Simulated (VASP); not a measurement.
Se: relaxation of cell and atoms with PBE+D3(BJ)

Crystal: Se.

```
Se
1.0
     4.50482    0.00000    0.00000
    -2.25241    3.90129    0.00000
     0.00000    0.00000    4.97880
Se
3
Direct
  0.21789 0.00000 0.33333
  0.00000 0.21789 0.66667
  0.78211 0.78211 0.00000
```

```
Program                : VASP 6.6.1
Task                   : relaxation of cell and atoms
Functional             : PBE
Dispersion             : D3(BJ)
Potentials or basis    : VASP PAW PBE potentials, release 64 (Se)
Cutoff                 : 600 eV
k mesh                 : 9 × 9 × 6
Occupations            : gaussian, width 0.02 eV
Spin                   : no spin polarisation
Further INCAR settings : ALGO = Fast; EDIFF = 1e-07; IBRION = 2; EDIFFG = -0.005; NSW = 90; ISIF = 3
```

The relaxed volume is 24.46 Å³/atom. The relaxed cell is a = 4.062 Å, b = 4.062 Å, c = 5.135 Å, α = 90.00°, β = 90.00°, γ = 120.00°. The space group after relaxing (to 0.05 Å) is P3_121 (No. 152) and the energy gained by relaxing is 40.1 meV/atom. The ionic steps are 25. The pressure after relaxing is 0.0 GPa, the band gap on the k mesh is 0.51 eV, direct and the dispersion energy per atom is -0.357 eV.

The path:
| step | energy change (eV) | largest force (eV/Å) | pressure (GPa) | volume (Å³) |
| --- | --- | --- | --- | --- |
| 1 | 0.0000 | 0.3390 | -0.25 | 87.50 |
| 2 | -0.0171 | 0.1210 | -1.07 | 86.93 |
| 3 | -0.0269 | 0.2350 | -2.51 | 85.80 |
| 4 | -0.0320 | 0.2354 | -2.49 | 85.31 |
| 5 | -0.0468 | 0.2330 | -2.39 | 83.87 |
| 6 | -0.0740 | 0.2186 | -2.09 | 81.01 |
| 7 | -0.1103 | 0.1599 | -0.87 | 75.46 |
| 8 | -0.1136 | 0.1273 | -0.02 | 72.92 |
| 9 | -0.1138 | 0.1364 | -0.28 | 73.64 |
| 10 | -0.1156 | 0.0992 | -0.14 | 73.68 |
| 11 | -0.1180 | 0.0053 | 0.25 | 73.79 |
| 12 | -0.1180 | 0.0277 | 0.33 | 73.81 |
| 13 | -0.1191 | 0.0135 | 0.04 | 74.16 |
| 14 | -0.1193 | 0.0030 | -0.17 | 74.42 |
| 15 | -0.1193 | 0.0042 | -0.14 | 74.39 |
| 16 | -0.1195 | 0.0158 | -0.08 | 74.28 |
| 17 | -0.1197 | 0.0430 | 0.06 | 74.04 |
| 18 | -0.1199 | 0.0312 | -0.02 | 74.01 |
| 19 | -0.1200 | 0.0164 | -0.13 | 73.98 |
| 20 | -0.1201 | 0.0166 | -0.07 | 73.79 |
| 21 | -0.1202 | 0.0173 | 0.07 | 73.37 |
| 22 | -0.1202 | 0.0171 | 0.04 | 73.45 |
| 23 | -0.1203 | 0.0001 | -0.03 | 73.44 |
| 24 | -0.1203 | 0.0008 | -0.04 | 73.44 |
| 25 | -0.1203 | 0.0002 | 0.01 | 73.38 |

Final structure:
```xyz
3
Lattice="4.0620 0.0000 0.0000 -2.0310 3.5178 0.0000 0.0000 0.0000 5.1352" Properties=species:S:1:pos:R:3 pbc="T T T"
Se    1.0072    0.0000    1.7117
Se   -0.5036    0.8723    3.4235
Se    1.5274    2.6455    0.0000
```

Levels at points of the mesh, in eV from the valence-band top:
| k point | band 6 | band 7 | band 8 | band 9 | band 10 | band 11 | band 12 | band 13 |
| --- | --- | --- | --- | --- | --- | --- | --- | --- |
| (0.00, 0.00, 0.00) | -3.42 | -1.85 | -1.85 | -0.53 | 1.46 | 1.46 | 2.07 | 6.42 |
| (0.00, 0.00, 0.50) | -3.08 | -1.37 | -1.33 | -1.33 | 0.94 | 0.96 | 0.96 | 5.69 |

Run time: 8.8 min on 1 thread of Intel(R) Xeon(R) Platinum 8488C (Sapphire Rapids) (shared host), peak memory 0.28 GiB.

Caveat: the volume moved by over 15 % at a fixed basis, so the end points are rough; an odd mesh through Γ misses points on the zone boundary, where band edges often lie. A hybrid or GW would open this gap; PBE tends to underestimate it.
